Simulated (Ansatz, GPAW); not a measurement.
Given: the input of a run of GPAW 26.7.0 (ASE script) on TiC. The cell is a database's computed one, not the measured one.

run.py

```python
from ase.dft.bandgap import bandgap
from ase.io import read, write
from ase.units import GPa
from gpaw import GPAW, PW

atoms = read('TiC.xyz')

calc = GPAW(mode=PW(800),
            xc='PBE',
            kpts={'size': (11, 11, 11), 'gamma': True},
            occupations={'name': 'methfessel-paxton', 'order': 0, 'width': 0.016},
            nbands=18,
            convergence={'density': 1e-05, 'energy': 1e-05},
            maxiter=150,
            txt='gpaw.txt')
atoms.calc = calc
energy = atoms.get_potential_energy()
forces = atoms.get_forces()
stress = atoms.get_stress()
calc.write('gs.gpw')
write('result.traj', atoms)
print(f'Energy: {energy:.6f} eV')
print('Forces (eV/A):')
print(forces.round(4))
print('Stress (GPa):', (stress / GPa).round(3))
print('Fermi level:', round(calc.get_fermi_level(), 4), 'eV')
print(f'Gap: {bandgap(calc)[0]:.4f} eV, direct: {bandgap(calc, direct=True)[0]:.4f} eV')
```

Contents of TiC.xyz:

```xyz
2
Lattice="0.0000000000 2.1657188437 2.1657188437 2.1657188437 0.0000000000 2.1657188437 2.1657188437 2.1657188437 0.0000000000" Properties=species:S:1:pos:R:3 pbc="T T T"
Ti     0.0000000000      0.0000000000      0.0000000000
C      2.1657188437      2.1657188437      2.1657188437
```

Potentials or basis: GPAW PAW data sets (gpaw-data 1.2.1), pw.

Launch:

```console
$ OMP_NUM_THREADS=1 python run.py
```

**Question.** Set up the same calculation for Ansatz 0.2.0. Potentials or basis there: all-electron LAPW, scalar-relativistic.

**Answer.** As run (cutoffs and basis follow the program's own potentials, and thresholds, step limits or extra output files can differ):

The input input.yaml:

```yaml
crystal:
  lattice:
    - [0.0, 2.1657188437, 2.1657188437]
    - [2.1657188437, 0.0, 2.1657188437]
    - [2.1657188437, 2.1657188437, 0.0]
  atoms:
    - { symbol: Ti, position: [0.0, 0.0, 0.0] }
    - { symbol: C, position: [0.5, 0.5, 0.5] }
kpoints:
  mp_grid: { grid: [11, 11, 11] }
scf:
  occupations: { method: gaussian, width: 0.016 }
hamiltonian:
  xc: pbe
  pseudopotentials: { kind: all_electron, lapw: { basis_error: 0.001 } }
output:
  forces: true
  stress: true
  eigenvalues: true
```

Potentials or basis: all-electron LAPW, scalar-relativistic.

Launch:

```console
$ ansatz run input.yaml --threads 1 --pin off --max-ram 3072MiB --backend cpu --events-out ev --progress --plain --runs-dir out
```

Both were run:

|  | GPAW | Ansatz |
| --- | --- | --- |
| Pressure | 0.9 GPa | 0.2 GPa |

Where Ansatz's input types no cutoff or centring, it takes its own default and a Γ-centred mesh.

Pressure is positive in compression.
